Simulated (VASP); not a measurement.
BaS in VASP 6.6.1, relaxation

INCAR

```
LCHARG = .FALSE.
ISIF = 3
GGA = PE
MAGMOM = -0.5 -0.5
PREC = Accurate
NBANDS = 15
SIGMA = 0.02
LASPH = .TRUE.
IBRION = 2
ISMEAR = -1
NELM = 120
EDIFF = 1E-7
NSW = 40
EDIFFG = -5E-3
LWAVE = .FALSE.
LREAL = .FALSE.
ISPIN = 2
ENCUT = 600
```

KPOINTS

```
KPOINTS created by Atomic Simulation Environment
0
Monkhorst-Pack
6 6 6
0 0 0
```

POSCAR

```
Ba S
 1.0000000000000000
     0.0000000000000000    3.2612530000000000    3.2612530000000000
     3.2612530000000000    0.0000000000000000    3.2612530000000000
     3.2612530000000000    3.2612530000000000    0.0000000000000000
 Ba  S
   1   1
Cartesian
  0.0000000000000000  0.0000000000000000  0.0000000000000000
  3.2612530000000000  3.2612530000000000  3.2612530000000000
```

The recommended PBE PAW datasets give the neutral cell 16 valence electrons.

Command

```
mpirun -np 1 vasp_std
```

OSZICAR

```
N       E                     dE             d eps       ncg     rms          rms(c)
DAV:   1     0.917662613641E+02    0.91766E+02   -0.70410E+03  1680   0.989E+02
DAV:   2    -0.475211539414E+01   -0.96518E+02   -0.86979E+02  2316   0.178E+02
DAV:   3    -0.104757329387E+02   -0.57236E+01   -0.56784E+01  2340   0.453E+01
DAV:   4    -0.106003113690E+02   -0.12458E+00   -0.12454E+00  2265   0.665E+00
DAV:   5    -0.106027095665E+02   -0.23982E-02   -0.23982E-02  2309   0.751E-01    0.487E+00
DAV:   6    -0.101620696742E+02    0.44064E+00   -0.74513E-01  1967   0.517E+00    0.304E+00
DAV:   7    -0.101678619499E+02   -0.57923E-02   -0.19749E-01  2039   0.249E+00    0.218E+00
DAV:   8    -0.101789144104E+02   -0.11052E-01   -0.20356E-02  1939   0.972E-01    0.106E+00
DAV:   9    -0.101861237357E+02   -0.72093E-02   -0.73836E-03  1918   0.716E-01    0.464E-01
DAV:  10    -0.101862910836E+02   -0.16735E-03   -0.44469E-04  2114   0.146E-01    0.217E-01
...
       N       E                     dE             d eps       ncg     rms          rms(c)
DAV:   1    -0.101980733599E+02   -0.36337E-02   -0.81146E-02  2338   0.189E+00    0.348E-01
DAV:   2    -0.101955157353E+02    0.25576E-02   -0.47798E-03  1904   0.449E-01    0.130E-01
DAV:   3    -0.101948239430E+02    0.69179E-03   -0.17152E-03  2620   0.260E-01    0.678E-02
DAV:   4    -0.101948164088E+02    0.75343E-05   -0.97315E-05  2800   0.630E-02    0.437E-02
DAV:   5    -0.101948211745E+02   -0.47658E-05   -0.29228E-05  2716   0.318E-02    0.172E-02
DAV:   6    -0.101948194957E+02    0.16788E-05   -0.17460E-06  2260   0.106E-02    0.217E-03
DAV:   7    -0.101948200101E+02   -0.51446E-06   -0.20200E-07  1929   0.242E-03    0.144E-03
DAV:   8    -0.101948199515E+02    0.58663E-07   -0.68437E-08  1673   0.244E-03
   3 F= -.10194820E+02 E0= -.10194820E+02  d E =-.779858E-02  mag=     0.0000
```

Standard output (part)

```
POSCAR found type information on POSCAR BaS
 POSCAR found :  2 types and       2 ions
 LDA part: xc-table for (Slater+PW92), standard interpolation
 POSCAR, INCAR and KPOINTS ok, starting setup
 WAVECAR not read
 entering main loop
 curvature:   0.00 expect dE= 0.000E+00 dE for cont linesearch  0.000E+00
 search vector abs. value=  0.186E-01
 bond charge predicted
 trial-energy change:   -0.007418  1 .order   -0.007176   -0.018617    0.004265
 bond charge predicted
 curvature:  -0.41 expect dE=-0.118E-07 dE for cont linesearch -0.118E-07
 search vector abs. value=  0.292E-07
 reached required accuracy - stopping structural energy minimisation
```

```csv
ionic step,ΔE (meV/atom),volume (Å³),largest force (eV/Å),pressure (GPa),electronic steps
1,0.0,69.37,0.000,-1.17,16
2,-3.7,66.86,0.000,0.28,11
3,-3.9,67.30,0.000,0.00,8
```

It converged. Results: relaxed cell vector lengths 4.566, 4.566, 4.566 Å; relaxed cell volume 67.30 Å³; magnetic moment of the cell 0.00 μB.

The shifted mesh misses Γ, so a band edge there is missed.

For comparison, a separate PBE relaxation on usual settings, not on those above, ends at 67.30 Å³.

The run above took about 86 s on one core of a shared host (Intel Xeon 6975P-C) and held 0.31 GiB at most.
